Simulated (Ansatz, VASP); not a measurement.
## Two plane-wave programs on Co

INCAR

```
SYSTEM = Co
ALGO = Normal
EDIFF = 1E-7
ENCUT = 520
GGA = PE
ISIF = 2
ISMEAR = -1
ISPIN = 2
LASPH = .TRUE.
LCHARG = .FALSE.
LMAXMIX = 4
LORBIT = 11
LREAL = .FALSE.
LWAVE = .FALSE.
MAGMOM = 2 2
NBANDS = 20
NELM = 100
PREC = Accurate
SIGMA = 0.05
```

File KPOINTS:

```
k-points
0
G
  12 12 7
  0 0 0
```

Contents of POSCAR:

```
Co
1.0
    2.4873648738      0.0000000000      0.0000000000
   -1.2436824369      2.1541211692      0.0000000000
    0.0000000000      0.0000000000      4.0632895034
Co
2
Direct
    0.3313670000      0.6497470000      0.7371330000
    0.6702970000      0.3205170000      0.2636990000
```

Contents of input.yaml:

```yaml
crystal:
  lattice:
    - [2.4873648738, 0.0, 0.0]
    - [-1.2436824369, 2.1541211692, 0.0]
    - [0.0, 0.0, 4.0632895034]
  atoms:
    - { symbol: Co, position: [0.331367, 0.649747, 0.737133], spin: 2.0 }
    - { symbol: Co, position: [0.670297, 0.320517, 0.263699], spin: 2.0 }
hamiltonian:
  xc: pbe
  pseudopotentials: { kind: paw }
magnetization:
  spin_polarized: true
kpoints:
  mp_grid: { grid: [12, 12, 7] }
scf:
  occupations: { method: fermi_dirac, width: 0.05 }
output:
  forces: true
  stress: true
  eigenvalues: true
```

Change from the starting cell: atoms moved at random, drawn with an rms of 0.05 Å.

Alike in both runs: task single point; functional PBE; k mesh 12 × 12 × 7; occupations fermi-dirac, width 0.05 eV; collinear spin, ferromagnetic start.

|  | VASP | Ansatz |
| --- | --- | --- |
| version | VASP 6.6.1 | Ansatz 0.2.0 |
| potentials or method | VASP PAW PBE potentials, release 64 (Co) | Ansatz PAW |
| plane-wave cutoff (eV) | 520 | 420 |
| valence electrons in the cell | 18 | 34 |

|  | VASP | Ansatz | Ansatz less VASP |
| --- | --- | --- | --- |
| gap on the k mesh at the Fermi level (eV) | none | none | - |
| pressure (GPa) | 0.8 | 1.5 | +0.73 |
| largest component of the traceless stress (GPa) | 1.35 | 1.33 | -0.016 |
| rms of the force components (eV/Å) | 0.407 | 0.418 | +0.0112 |
| net moment per atom (μB) | 1.63 | 1.64 | +0.007 |
| size of the moment on the site where the two differ most (μB) | 1.65 | 1.72 | +0.065 |

Site moments also hang on the region over which each program counts them. Atom by atom the forces differ by 0.011 eV/Å (rms over components). A gap of «none» marks a metal or a gap that the smearing closes. The two sets of potentials don't hold the same shells in valence.
